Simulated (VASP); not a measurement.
Crystal: CdTe.

```
CELL_PARAMETERS angstrom
0.00000 3.20500 3.20500
3.20500 0.00000 3.20500
3.20500 3.20500 0.00000
ATOMIC_POSITIONS crystal
Te 0.75000 0.75000 0.75000
Cd 0.00000 0.00000 0.00000
```

Base run:

```yaml
Program: VASP 6.6.1
Functional: r2SCAN-EpsX
Potentials_or_basis: VASP PAW PBE potentials, release 64 (Te, Cd)
Cutoff: 520 eV
k_mesh: 6 × 6 × 6
Occupations: gaussian, width 0.02 eV
Spin: no spin polarisation
```

Its results: band gap on the k mesh 1.86 eV, direct; pressure 3.1 GPa.

Q: The run is repeated on the same cell with these changes: functional from r2SCAN-EpsX to PBE0. What comes out?

A: Band gap on the k mesh 2.26 eV, direct; pressure 3.2 GPa.

Caveats: the PAW data sets were made with another functional, which shifts forces and pressure a little; spin-orbit coupling is left out, which moves the levels of the heavy elements.

Not every run made on this cell is shown here.
